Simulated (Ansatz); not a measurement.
## Kick test of a cell of LiF

The cell was reached from a generator's guess, though it ends in a space group that the Crystallography Open Database lists for this formula.

Computed with Ansatz, DFT PBE, scalar-relativistic, plane waves, PAW. Settings: cutoff 420 eV, Γ-centred mesh 10×10×10 on the computed 2-atom cell, Gaussian smearing of 0.02 eV; no spin polarisation.

The cell below (2 atoms, space group Fm-3m (No. 225)) is relaxed within its symmetry.

```cif
data_structure
_symmetry_space_group_name_H-M 'P 1'
_symmetry_Int_Tables_number 1
_cell_length_a 2.8764
_cell_length_b 2.8764
_cell_length_c 2.8764
_cell_angle_alpha 60.000
_cell_angle_beta 60.000
_cell_angle_gamma 60.000
_cell_volume 16.83
loop_
_atom_site_label
_atom_site_type_symbol
_atom_site_fract_x
_atom_site_fract_y
_atom_site_fract_z
_atom_site_occupancy
Li1 Li 0.50000 0.50000 0.50000 1
F1 F 0.00000 0.00000 0.00000 1
```

For the test a repeat of it with 4 atoms (edges 2.88, 2.88, 4.98 Å) was strained at random (σ = 1.5 % a component), the atoms were moved at random (σ = 0.05 Å), and all was relaxed again on a coarse 6×6×6 mesh (in the run’s order of axes) with 0.10 eV smearing, with no symmetry imposed.

Question: What happens?

Answer: It returns, within 1 meV/atom of the unmoved cell on that mesh and with the same symmetry when read at 0.1 Å. So it is stable against the distortions that fit this cell and that this random move excites. Modes that don't fit the cell aren't tested.
